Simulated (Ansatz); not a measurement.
# GaS: the cost of one run

Computed with Ansatz 0.2.0 (DFT PBE+D3(BJ), scalar-relativistic, plane waves, PAW, unless a step's input says otherwise).

1 further run of the same task is left out (set aside as unsound or not needed).

## (1) The starting structure

The structure is hexagonal, space group P6_3/mmc (No. 194). Conventional cell: a = 3.590 Å, b = 3.590 Å, c = 15.450 Å, α = 90.00°, β = 90.00°, γ = 120.00°. Around Ga (site symmetry 3m) lie 3 S at 2.34 Å and 1 Ga at 2.45 Å. Around S (site symmetry 3m) lie 3 Ga at 2.34 Å.

Coordinates:

```cif
data_structure
_symmetry_space_group_name_H-M 'P 1'
_symmetry_Int_Tables_number 1
_cell_length_a 3.5901
_cell_length_b 3.5901
_cell_length_c 15.4503
_cell_angle_alpha 90.000
_cell_angle_beta 90.000
_cell_angle_gamma 120.000
_cell_volume 172.45
loop_
_atom_site_label
_atom_site_type_symbol
_atom_site_fract_x
_atom_site_fract_y
_atom_site_fract_z
_atom_site_occupancy
Ga1 Ga 0.33333 0.66667 0.17078 1
Ga2 Ga 0.66667 0.33333 0.67078 1
Ga3 Ga 0.33333 0.66667 0.32922 1
Ga4 Ga 0.66667 0.33333 0.82922 1
S1 S 0.33333 0.66667 0.60034 1
S2 S 0.66667 0.33333 0.10034 1
S3 S 0.33333 0.66667 0.89966 1
S4 S 0.66667 0.33333 0.39966 1
```

This cell was relaxed beforehand with the same method: volume 21.56 Å³/atom, gap on the mesh 1.57 eV.

## (2) Tight relaxation for the response runs

Response functions are second derivatives at a minimum, so forces and stress are first brought close to zero on the mesh and occupations that the response runs use.

The input, input.yaml:

```yaml
crystal:
  lattice:
    - [3.5900774642, 0.0, 0.0]
    - [-1.7950387321, 3.1090982856, 0.0]
    - [0.0, 0.0, 15.4502754375]
  atoms:
    - { symbol: Ga, position: [0.3333333333, 0.6666666667, 0.170781093] }
    - { symbol: Ga, position: [0.6666666667, 0.3333333333, 0.670781093] }
    - { symbol: Ga, position: [0.3333333333, 0.6666666667, 0.329218907] }
    - { symbol: Ga, position: [0.6666666667, 0.3333333333, 0.829218907] }
    - { symbol: S, position: [0.3333333333, 0.6666666667, 0.6003449028] }
    - { symbol: S, position: [0.6666666667, 0.3333333333, 0.1003449028] }
    - { symbol: S, position: [0.3333333333, 0.6666666667, 0.8996550972] }
    - { symbol: S, position: [0.6666666667, 0.3333333333, 0.3996550972] }
basis:
  ecutwfc: 420
kpoints:
  mp_grid: { grid: [9, 9, 2] }
hamiltonian:
  xc: pbe
  dispersion: d3bj
scf:
  occupations: { method: fixed }
output:
  forces: true
  stress: true
  eigenvalues: true
relax:
  adjacent_minimum: "off"
  f_tol: 0.001
  max_steps: 60
  cell: { stress_tol: 0.01 }
```

Run with:

```console
ansatz run input.yaml --threads 4 --pin off --max-ram 10240MiB --backend cpu --events-out ev --progress --plain --runs-dir out
```

Q: Estimate wall time and peak memory on 4 threads of Intel Xeon Platinum 8259CL at 2.50GHz (Skylake/Cascade Lake), shared host.

About 8.4 s, with a peak of 0.67 GiB.
